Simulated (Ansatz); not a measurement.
# InP: how the settings move a single-point run

Aim: see which settings change the result for InP, by how much, and at what cost. The cell is built on a prototype (h-MgO type) and needn't be the phase found in nature.

Program: Ansatz 0.2.0. Level of theory: reference: DFT, PBE, plane waves, PAW. These are calculated values, not measurements.

1 further run of the same task is left out (it didn't finish).

## 1. The structure to begin with

It takes space group P6_3/mmc (No. 194, hexagonal). Conventional cell: a = 4.393 Å, b = 4.393 Å, c = 5.973 Å, α = 90.00°, β = 90.00°, γ = 120.00°. Around In (site symmetry -6m2) lie 3 P at 2.54 Å. Around P (site symmetry -6m2) lie 3 In at 2.54 Å.

Coordinates:

```
CELL_PARAMETERS angstrom
4.39311 0.00000 0.00000
-2.19655 3.80454 0.00000
0.00000 0.00000 5.97350
ATOMIC_POSITIONS crystal
In 0.33333 0.66667 0.25000
In 0.66667 0.33333 0.75000
P 0.66667 0.33333 0.25000
P 0.33333 0.66667 0.75000
```

## 2. The reference run

input.yaml reads:

```yaml
crystal:
  lattice:
    - [4.3931098464, 0.0, 0.0]
    - [-2.1965549232, 3.8045447286, 0.0]
    - [0.0, 0.0, 5.9734964704]
  atoms:
    - { symbol: In, position: [0.3333333333, 0.6666666667, 0.25] }
    - { symbol: In, position: [0.6666666667, 0.3333333333, 0.75] }
    - { symbol: P, position: [0.6666666667, 0.3333333333, 0.25] }
    - { symbol: P, position: [0.3333333333, 0.6666666667, 0.75] }
kpoints:
  mp_grid: { grid: [6, 6, 4] }
hamiltonian:
  xc: pbe
scf:
  occupations: { method: fermi_dirac, width: 0.02 }
  n_extra_bands: 5
output:
  forces: true
  stress: true
  eigenvalues: true
```

Started as:

```console
$ ansatz run input.yaml --threads 4 --pin off --max-ram 3686MiB --backend cpu --events-out ev --progress --plain --runs-dir out
```

## 3. A further run, with the input changed

input.yaml: that of step 2 with these lines changed.

```diff
@@ -15,3 +15,3 @@
 scf:
-  occupations: { method: fermi_dirac, width: 0.02 }
+  occupations: { method: fixed }
   n_extra_bands: 5
```

## 5. Variant: mixing.ndim 2

input.yaml: that of step 2 with these lines changed.

```diff
@@ -17,2 +17,4 @@
   n_extra_bands: 5
+  mixing: { ndim: 2 }
+  max_iter: 94
 output:
```

## 6. Variant: dr2_threshold 1.0e-12

input.yaml: that of step 2 with these lines changed.

```diff
@@ -17,2 +17,4 @@
   n_extra_bands: 5
+  convergence: { dr2_threshold: 1.0e-12 }
+  max_iter: 82
 output:
```

## 7. Changed: xc_grid 1

input.yaml: that of step 2 with these lines changed.

```diff
@@ -21 +21,3 @@
   eigenvalues: true
+basis:
+  xc_grid: 1
```

## 8. Changing settings: occupations.method methfessel_paxton, occupations.width 0.05

input.yaml: that of step 2 with these lines changed.

```diff
@@ -15,3 +15,3 @@
 scf:
-  occupations: { method: fermi_dirac, width: 0.02 }
+  occupations: { method: methfessel_paxton, width: 0.05 }
   n_extra_bands: 5
```

## 9. Variant: xc r2scan

input.yaml: that of step 2 with these lines changed.

```diff
@@ -13,3 +13,3 @@
 hamiltonian:
-  xc: pbe
+  xc: r2scan
 scf:
```

(Steps that only read results are left out.)

What does the calculation give? Wanted: for each run, ending; energy change; pressure; gap; force.

As calculated:

```csv
run,ending,energy change,pressure (GPa),gap (eV),force (eV/Å),cycles,time
reference,converged,0,1.7,0.00,0.00,6,1.2 s
"1: occupations.method fixed, width left out",converged,+5.4 meV/atom (σ→0),1.6,0.00,0.00,6,1.3 s
2: mixing.ndim 2,converged,0.0 meV/atom,1.7,0.00,0.00,6,0.96 s
3: dr2_threshold 1.0e-12,converged,0.0 meV/atom,1.7,0.00,0.00,10,1.3 s
4: xc_grid 1,converged,0.0 meV/atom,1.7,0.00,0.00,6,0.91 s
"5: occupations.method methfessel_paxton, occupations.width 0.05",converged,0.0 meV/atom (σ→0),1.7,0.00,0.00,6,1.1 s
6: xc r2scan,converged,not comparable,0.0,0.00,0.00,6,2.7 s
```

Residual by cycle in the longest SCF loop of each run; runs are numbered as in the table. The quantity is the density residual dr2, in eV.

```csv
cycle,reference,run 1,run 2,run 3,run 4,run 5,run 6
1,0.0025,0.0031,0.0025,0.0025,0.00251,0.00251,0.0302
2,7.9e-4,7.5e-4,7.9e-4,7.9e-4,7.9e-4,7.3e-4,0.0107
3,1.6e-5,9.2e-5,1.6e-5,1.6e-5,1.6e-5,2.9e-5,7.4e-4
4,2.5e-6,2.1e-5,2.5e-6,2.5e-6,2.5e-6,6.1e-6,3.1e-5
5,3.2e-7,1.3e-6,2.8e-7,3.2e-7,3.2e-7,3.2e-7,1.8e-6
6,6.2e-9,5.7e-8,1.9e-8,6.7e-9,6.1e-9,2.7e-8,2.8e-8
7,-,-,-,3.1e-10,-,-,-
8,-,-,-,5.7e-11,-,-,-
9,-,-,-,3.5e-12,-,-,-
10,-,-,-,6.6e-15,-,-,-
```

What this shows: Run 1 forced a fixed filling on bands that overlap, as the log warns, so it is not on the ground state. Semilocal functionals close small gaps, so the missing gap need not be the real solid's. Of the variants the dearest is «xc r2scan» (2.7 s), the cheapest «xc_grid 1» (0.91 s), on a shared host.
